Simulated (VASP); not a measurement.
# TiPt₃: kinetic-energy density

TiPt₃, Pm-3m (no. 221), 4 atoms in the cell. PBE; PAW potentials Pt, Ti_sv (PBE set).

## Input

INCAR:
```
SYSTEM = TiPt3
PREC = Accurate
ENCUT = 520
EDIFF = 1E-7
ISMEAR = 1
SIGMA = 0.1
LREAL = .FALSE.
LASPH = .TRUE.
ALGO = Normal
NELM = 100
ISIF = 2
LWAVE = .FALSE.
LCHARG = .TRUE.
LTAU = .TRUE.
```

KPOINTS:
```
k-points
0
Gamma
  6 6 6
```

POSCAR:
```
TiPt3
1.0
    3.8970000000      0.0000000000      0.0000000000
    0.0000000000      3.8970000000      0.0000000000
    0.0000000000      0.0000000000      3.8970000000
Pt Ti
3 1
Direct
    0.5000000000      0.5000000000      0.0000000000
    0.5000000000      0.0000000000      0.5000000000
    0.0000000000      0.5000000000      0.5000000000
    0.0000000000      0.0000000000      0.0000000000
```

Commands:
```
cat potpaw_PBE.64/Pt/POTCAR potpaw_PBE.64/Ti_sv/POTCAR > POTCAR
mpirun -np 1 vasp_std > vasp.out
```

## Result

- Kinetic energy of the pseudo orbitals (eV): 921.19

VASP 6.6.1 took 27 s on 1 core (Intel Xeon Platinum 8488C (Sapphire Rapids)), a shared host.
